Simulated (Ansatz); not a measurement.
Input and command of a plane-wave DFT calculation in Ansatz:

```yaml
crystal:
  lattice:
    - [3.1476068045, -5.4518149077, 0.0]
    - [-3.1476068045, -5.4518149077, 0.0]
    - [0.0, -3.6345432718, -6.3704647422]
  atoms:
    - { symbol: W, position: [0.4993284863, 0.4993284863, 0.002014541] }
    - { symbol: W, position: [0.9993284863, 0.4993284863, 0.002014541] }
    - { symbol: W, position: [0.4993284863, 0.9993284863, 0.002014541] }
    - { symbol: W, position: [0.9993284863, 0.9993284863, 0.002014541] }
    - { symbol: S, position: [0.2479630314, 0.2479630314, 0.7561109058] }
    - { symbol: S, position: [0.7479630314, 0.2479630314, 0.7561109058] }
    - { symbol: S, position: [0.2479630314, 0.7479630314, 0.7561109058] }
    - { symbol: S, position: [0.7479630314, 0.7479630314, 0.7561109058] }
    - { symbol: S, position: [0.0840084823, 0.0840084823, 0.2479745532] }
    - { symbol: S, position: [0.5840084823, 0.0840084823, 0.2479745532] }
    - { symbol: S, position: [0.0840084823, 0.5840084823, 0.2479745532] }
    - { symbol: S, position: [0.5840084823, 0.5840084823, 0.2479745532] }
basis:
  ecutwfc: 420
kpoints:
  mp_grid: { grid: [6, 6, 6] }
hamiltonian:
  xc: pbesol
scf:
  occupations: { method: gaussian, width: 0.05 }
output:
  forces: true
  stress: true
  eigenvalues: true
  write_density: true
  write_potential: true
  elf: true
  volumetric_format: npy
```

```bash
ansatz run input.yaml --threads 2 --pin off --max-ram 5120MiB --backend cpu --events-out ev --progress --plain --runs-dir out
```

Processor: Intel(R) Xeon(R) 6975P-C (Granite Rapids), 2 threads, on a host shared with other jobs.

Q: Estimate time, memory and problem size.

A: About 17 s on 2 threads of Intel(R) Xeon(R) 6975P-C (Granite Rapids) (shared host), peak memory 0.68 GiB. It solves 64 bands at 32 k points (the mesh reduced by the symmetry that the task leaves, which can be less than the crystal's) with about 4311 plane waves, in 7 SCF iterations.
